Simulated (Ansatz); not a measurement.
**All-electron equations of state of elemental crystals**

All-electron LAPW (Ansatz 0.2.0), scalar-relativistic, no spin, Fermi–Dirac smearing 0.136 eV, k-meshes of 8 to 18 points an axis; Birch–Murnaghan fits to pressures. Some or most of these lattices are hypothetical for the element, and V0 is the minimum nearest the starting volume; lattices without a usable fit are left out; mesh and smearing are coarse, and magnetic elements are treated as non-magnetic.

```tsv
element	lattice	functional	V0 (Å³/atom)	B0 (GPa)	B′	k-points per axis
Nd	bcc	LDA	18.09	69	8.0	14
Nd	bcc	PBE	23.75	13.6	6.1	13
Nd	bcc	PBEsol	19.08	49	7.8	14
Nd	diamond	LDA	22.25	134	5.2	8
Nd	diamond	PBE	23.84	103	5.5	8
Nd	diamond	PBEsol	22.69	125	5.3	8
Nd	fcc	LDA	19.74	57	5.6	13
Nd	fcc	PBEsol	20.89	45	5.5	13
Nd	sc	LDA	16.77	169	5.6	13
Nd	sc	PBE	18.34	104	8.4	12
```

(1) Give V0 and B0 for sc Nd in PBEsol.

(2) Give V0 and B0 for fcc Nd in PBE.

Answers

(1) 17.14 Å³/atom and 149.8 GPa.

(2) 24.30 Å³/atom and 25.9 GPa.
